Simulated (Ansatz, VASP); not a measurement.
**W: VASP beside Ansatz**

Contents of INCAR:

```
PREC = Accurate
ENCUT = 520
EDIFF = 1E-7
ISMEAR = -1
SIGMA = 0.05
LREAL = F
LASPH = T
NELM = 80
ALGO = Normal
ISIF = 2
LWAVE = F
LCHARG = T
GGA = PS
LELF = T
LVHAR = T
NBANDS = 13
```

File KPOINTS:

```
regular mesh
0
Gamma
  9 9 9
```

File POSCAR:

```
W
1.0
   -1.5823450000      1.5823450000      1.5823450000
    1.5823450000     -1.5823450000      1.5823450000
    1.5823450000      1.5823450000     -1.5823450000
W
1
Direct
    0.0000000000      0.0000000000      0.0000000000
```

The input input.yaml:

```yaml
crystal:
  lattice:
    - [-1.582345, 1.582345, 1.582345]
    - [1.582345, -1.582345, 1.582345]
    - [1.582345, 1.582345, -1.582345]
  atoms:
    - { symbol: W, position: [0.0, 0.0, 0.0] }
kpoints:
  mp_grid: { grid: [9, 9, 9] }
  band_path:
    path:
      - [0.0, 0.0, 0.0]
      - [0.5, -0.5, 0.5]
      - [0.0, 0.0, 0.5]
      - [0.0, 0.0, 0.0]
      - [0.25, 0.25, 0.25]
      - [0.5, -0.5, 0.5]
    npoints: 6
scf:
  occupations: { method: fermi_dirac, width: 0.05 }
hamiltonian:
  xc: pbesol
  pseudopotentials: { kind: all_electron, lapw: { basis_error: 0.001 } }
output:
  forces: true
  stress: true
  eigenvalues: true
```

Alike in both runs: functional PBEsol; k mesh 9 × 9 × 9; occupations fermi-dirac, width 0.05 eV; no spin polarisation.

|  | VASP | Ansatz |
| --- | --- | --- |
| version | VASP 6.6.1 | Ansatz 0.2.0 |
| potentials or method | VASP PAW PBE potentials, release 64 (W_sv) | all-electron LAPW, scalar-relativistic |
| plane-wave cutoff (eV) | 520 | see its input |
| task | single point | band structure |

Ansatz gave:

- gap on the k mesh at the Fermi level (eV): none
- pressure (GPa): -3.4

Task: Estimate VASP's values.

Result: gap on the k mesh at the Fermi level (eV): none; pressure (GPa): -2.8.

A gap of «none» marks a metal or a gap that the smearing closes. Ansatz ran all-electron here, so the differences hold the error of VASP's frozen core and of both bases.

Caveats: the PAW data sets were made with another functional, which shifts forces and pressure a little (VASP); the k mesh is thin for a metal, which can move the energy by tens of meV per atom (Ansatz); spin-orbit coupling is left out, which moves the levels of the heavy elements (Ansatz). Spin-orbit coupling is left out, which matters for the levels of W.
